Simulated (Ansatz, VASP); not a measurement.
**Two plane-wave programs on CdTe**

File INCAR:

```
SYSTEM = CdTe
ALGO     = Normal         ! electronic algorithm
EDIFF    = 1E-6           ! SCF threshold, eV
ENCUT    = 520            ! plane-wave cutoff, eV
GGA      = PE             ! functional
ISIF     = 2              ! what is computed and relaxed
ISMEAR   = 0              ! smearing method
LASPH    = .True.         ! aspherical terms in the spheres
LCHARG   = .False.        ! write CHGCAR
LREAL    = .False.        ! projectors in reciprocal space
LWAVE    = .False.        ! write WAVECAR
NBANDS   = 16             ! bands
NELM     = 80             ! most SCF steps
PREC     = Accurate       ! precision mode
SIGMA    = 0.05           ! smearing width, eV
```

The input KPOINTS:

```
k-points
0
Gamma
  8 8 8
  0 0 0
```

The input POSCAR:

```
CdTe
1.0
    0.0000000000      3.2050000000      3.2050000000
    3.2050000000      0.0000000000      3.2050000000
    3.2050000000      3.2050000000      0.0000000000
Cd Te
1 1
Direct
    0.0000000000      0.0000000000      0.0000000000
    0.2500000000      0.2500000000      0.2500000000
```

Input for Ansatz:

```yaml
crystal:
  lattice:
    - [0.0, 3.205, 3.205]
    - [3.205, 0.0, 3.205]
    - [3.205, 3.205, 0.0]
  atoms:
    - { symbol: Cd, position: [0.0, 0.0, 0.0] }
    - { symbol: Te, position: [0.25, 0.25, 0.25] }
basis:
  ecutwfc: 500
  fft_grid_basis: typed
kpoints:
  mp_grid: { grid: [8, 8, 8] }
hamiltonian:
  xc: pbe
  pseudopotentials: { kind: paw }
scf:
  occupations: { method: gaussian, width: 0.05 }
output:
  forces: true
  stress: true
  eigenvalues: true
  bader: true
  write_density: true
  volumetric_format: npy
  elf: true
```

Alike in both runs: task single point; functional PBE; k mesh 8 × 8 × 8; occupations gaussian, width 0.05 eV; no spin polarisation.

|  | VASP | Ansatz |
| --- | --- | --- |
| version | VASP 6.6.1 | Ansatz 0.2.0 |
| potentials or method | VASP PAW PBE potentials, release 64 (Cd, Te) | scalar-relativistic, plane waves, PAW |
| plane-wave cutoff (eV) | 520 | 500 |
| valence electrons in the cell | 18 | 36 |

|  | VASP | Ansatz | Ansatz less VASP |
| --- | --- | --- | --- |
| gap on the k mesh at the Fermi level (eV) | 0.87 | 0.87 | 0.000 |
| pressure (GPa) | 4.4 | 4.2 | -0.16 |

The functional is the same, so the differences come from potentials, cutoffs and numerics. The two sets of potentials don't hold the same shells in valence.

Caveats: spin-orbit coupling is left out, which moves the levels of the heavy elements. As with any semilocal functional, this PBE gap is likely too small.
